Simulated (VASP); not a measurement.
WS, 4 atoms in the cell. The structure is hexagonal, space group P6_3mc (No. 186). Conventional cell: a = 4.011 Å, b = 4.011 Å, c = 7.171 Å, α = 90.00°, β = 90.00°, γ = 120.00°. S (site symmetry 3m) has 4 W at 2.42 to 2.59 Å as nearest neighbours. Around W (site symmetry 3m) lie 4 S at 2.42 to 2.59 Å. The cell comes from a database or a generator and needn't be the stable form of this composition. The cell isn't the ideal one: Au replaced by W, lengths x 1.065, strained and moved within the space group.

| Quantity | Value |
| --- | --- |
| Program | VASP 6.6.1 |
| Task | single point |
| Functional | PBEsol |
| Potentials or basis | VASP PAW PBE potentials, release 64 (S, W_sv) |
| Cutoff | 520 eV |
| k mesh | 6 × 6 × 4 |
| Occupations | gaussian, width 0.1 eV |
| Spin | no spin polarisation |
| Dipole correction | no |
| Further INCAR settings | ALGO = Normal; EDIFF = 1e-07; NBANDS = 28 |

Potentials or basis: VASP PAW PBE potentials, release 64 (S, W_sv).

Command:

```console
$ cat potpaw_PBE.64/S/POTCAR potpaw_PBE.64/W_sv/POTCAR > POTCAR
$ mpirun -np 1 vasp_std > vasp.out
```

Hardware: 1 thread of Intel(R) Xeon(R) 6975P-C (Granite Rapids) (shared host).

**Question.** Estimate the wall time of this run.

**Answer.** Wall time 48 s on 1 thread of Intel(R) Xeon(R) 6975P-C (Granite Rapids), on a shared host, peak memory 0.21 GiB. Counts: scf iterations 13, k points 21.
